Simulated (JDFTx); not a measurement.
The system is BAs.

```xyz
2
Lattice="0.0000 2.3885 2.3885 2.3885 0.0000 2.3885 2.3885 2.3885 0.0000" Properties=species:S:1:pos:R:3 pbc="T T T"
As    3.5827    3.5827    3.5827
B     0.0000    0.0000    0.0000
```

Program: JDFTx 1.7.0 (patched build). Alike in all runs: task single point; no spin polarisation; cell as given; k mesh 10 × 10 × 10; smearing fermi-dirac 0.05 eV.

Problem. Order these runs on this cell by their pressure, lowest first.
A. level BLYP; potentials or basis PseudoDojo-SR-PBE-0.5-standard with smoothed tails; cutoff (eV) 1143
B. level LDA; potentials or basis PseudoDojo-SR-LDA-0.4.1-standard with smoothed tails; cutoff (eV) 1088
C. level PBEsol; potentials or basis PseudoDojo-SR-PBEsol-0.4.1-standard with smoothed tails; cutoff (eV) 1143
D. level PBE; potentials or basis PseudoDojo-SR-PBE-0.5-standard with smoothed tails; cutoff (eV) 1143

Solution. B (-4.2 GPa), C (-0.7 GPa), D (2.7 GPa), A (8.0 GPa).

Caveats: the cores' own exchange energy is taken off the total, which shifts forces and pressure where cores overlap (some runs); the potentials were made for another functional, which shifts forces and pressure (some runs).
